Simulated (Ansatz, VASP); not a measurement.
# Two plane-wave programs on LiH

```xyz
2
Lattice="0.0000 1.9900 1.9900 1.9900 0.0000 1.9900 1.9900 1.9900 0.0000" Properties=species:S:1:pos:R:3 pbc="T T T"
Li    0.0000    0.0000    0.2000
H     1.9900    1.9900    1.9900
```

Alike in both runs: task single point; functional PBEsol; k mesh 14 × 14 × 14; occupations gaussian, width 0.05 eV; no spin polarisation.

```csv
,VASP,Ansatz
version,VASP 6.6.1,Ansatz 0.2.0
potentials or method,"VASP PAW PBE potentials, release 64 (Li_sv, H)","scalar-relativistic, plane waves, PAW"
plane-wave cutoff (eV),520,420
valence electrons in the cell,4,4
```

|  | VASP | Ansatz | Ansatz less VASP |
| --- | --- | --- | --- |
| gap on the k mesh at the Fermi level (eV) | 2.74 | 2.74 | 0.000 |
| least direct gap on the mesh (eV) | 2.74 | 2.74 | 0.000 |
| rms of the force components (eV/Å) | 0.189 | 0.186 | -0.0033 |

Atom by atom the forces differ by 0.003 eV/Å (rms over components).

Caveats: the PAW data sets were made with another functional, which shifts forces and pressure a little (VASP). A k mesh can miss the band edges.
